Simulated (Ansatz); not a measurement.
# MoS2: equation of state with BLYP+D3(BJ)

The system is MoS2.

```xyz
3
Lattice="3.2275 0.0000 0.0000 -1.6137 2.7951 0.0000 0.0000 0.0000 6.3125" Properties=species:S:1:pos:R:3 pbc="T T T"
Mo    0.0000    0.0000    3.1562
S     1.6137    0.9317    4.7008
S     0.0000    1.8634    1.6117
```

Measurements of this composition are mostly on another form, of space group No. 194.

| Quantity | Value |
| --- | --- |
| Program | Ansatz 0.2.0 |
| Task | equation of state |
| Functional | BLYP |
| Dispersion | D3(BJ) |
| Potentials or basis | Ansatz PAW |
| Cutoff | 420 eV |
| Density cutoff | 1680 eV |
| k mesh | 9 × 9 × 4 |
| Occupations | fermi-dirac, width 0.05 eV |
| Spin | no spin polarisation |

```
Equilibrium volume                        : 19.02 Å³/atom
Bulk modulus at fixed shape and positions : 129 GPa
Pressure derivative of the bulk modulus   : 4.4
```

Energy against volume, from the lowest point:
| volume (Å³/atom) | energy (meV/atom) |
| --- | --- |
| 17.843 | 33.18 |
| 18.222 | 14.70 |
| 18.602 | 3.90 |
| 18.982 | 0.00 |
| 19.361 | 2.29 |
| 19.741 | 10.14 |
| 20.120 | 22.98 |

All runs of the series together: 3.8 s on 2 threads of AMD EPYC 9B45 (Zen 5), with other jobs on the host.

Caveat: the potentials were made for another functional, which shifts forces and pressure; the cell was scaled at fixed shape and fractional positions, which overstates the stiffness of a crystal with free parameters, most of all of layers and chains.
